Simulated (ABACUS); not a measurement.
## HfO2 under changes of volume

One of the cells (11.152 Å³/atom); the others are scaled copies at fixed shape and fractional positions:

```
CELL_PARAMETERS angstrom
0.00000 2.55750 2.55750
2.55750 0.00000 2.55750
2.55750 2.55750 0.00000
ATOMIC_POSITIONS crystal
Hf 0.00000 0.00000 0.00000
O 0.75000 0.75000 0.75000
O 0.25000 0.25000 0.25000
```

Measurements of this composition are mostly on another form, of space group No. 14.

- Program: ABACUS 3.10.1
- Functional: r2SCAN
- Potentials or basis: SG15 ONCV 1.2 PBE
- Cutoff: 1361 eV
- Density cutoff: 5442 eV
- Basis: DZP LCAO (the cutoffs set its grid)
- k mesh: 7 × 7 × 7
- Occupations: fermi-dirac, width 0.05 eV
- Spin: no spin polarisation

| volume (Å³/atom) | energy over the lowest point (meV/atom) | pressure (GPa) | gap on the mesh (eV) |
| --- | --- | --- | --- |
| 10.483 | 0.00 | 0.8 | 4.02 |
| 10.706 | 2.99 | -4.9 | 3.96 |
| 10.929 | 13.48 | -10.0 | 3.91 |
| 11.152 | 30.69 | -14.6 | 3.86 |
| 11.375 | 53.97 | -18.7 | 3.81 |
| 11.598 | ? | ? | ? |
| 11.821 | 116.20 | -25.7 | 3.70 |

What does the run at 11.598 Å³/atom give?

Energy over the lowest point 82.63 meV/atom; pressure -22.4 GPa; gap on the mesh 3.75 eV.

Worked out: A Birch-Murnaghan fit of order 3 (a polynomial in V^(-2/3)) to the other rows has its minimum at 10.51 Å³/atom with B0 = V·E''(V) = 279 GPa and B' = 4.1. It gives 82.65 meV/atom at 11.598 Å³/atom, against the run's 82.63, and -dE/dV = -22.4 GPa, against -22.4. A straight line through the other rows of the gap, of slope -2.63 eV per unit of ln V, gives 3.75 eV, against the run's 3.75.

Energies are extrapolated to zero smearing.

Caveats: the atomic orbitals were generated for these runs and aren't a published set; the potentials were made for another functional, which shifts forces and pressure; spin-orbit coupling is left out, which moves the levels of the heavy elements; an odd mesh through Γ misses points on the zone boundary, where band edges often lie; the basis of atomic orbitals isn't converged, which shifts pressures, moduli and gaps.
